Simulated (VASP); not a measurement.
# ZnCu: single point with PBE

The system is ZnCu.

```
Zn Cu
1.0
     2.94500    0.00000    0.00000
     0.00000    2.94500    0.00000
     0.00000    0.00000    2.94500
Zn Cu
1 1
Direct
  0.50000 0.50000 0.50000
  0.00000 0.00000 0.00000
```

```json
{
  "Program": "VASP 6.6.1",
  "Task": "single point",
  "Functional": "PBE",
  "Potentials or basis": "VASP PAW PBE potentials, release 64 (Zn, Cu)",
  "Cutoff": "520 eV",
  "k mesh": "14 × 14 × 14",
  "Occupations": "fermi-dirac, width 0.08 eV",
  "Spin": "no spin polarisation",
  "Dipole correction": "no",
  "Further INCAR settings": "ALGO = Fast; EDIFF = 1e-06; NBANDS = 18"
}
```

```
Pressure               : 3.0 GPa
Band gap on the k mesh : none (metal or under the smearing width)
```

Levels at points of the mesh, in eV from the Fermi level:
| k point | band 10 | band 11 | band 12 | band 13 | band 14 | band 15 |
| --- | --- | --- | --- | --- | --- | --- |
| (0.00, 0.00, 0.00) | -2.75 | -2.75 | 6.21 | 6.21 | 6.21 | 11.24 |
| (0.50, 0.00, 0.00) | -3.30 | -2.83 | -2.03 | 11.69 | 11.69 | 12.32 |
| (0.50, 0.50, 0.00) | -2.52 | -1.91 | -1.91 | 1.74 | 2.09 | 13.92 |
| (0.50, 0.50, 0.50) | -2.50 | 3.84 | 4.32 | 4.32 | 4.32 | 4.49 |

Run time: 21 s on 1 thread of Intel(R) Xeon(R) 6975P-C (Granite Rapids), with other jobs on the host, peak memory 0.18 GiB.
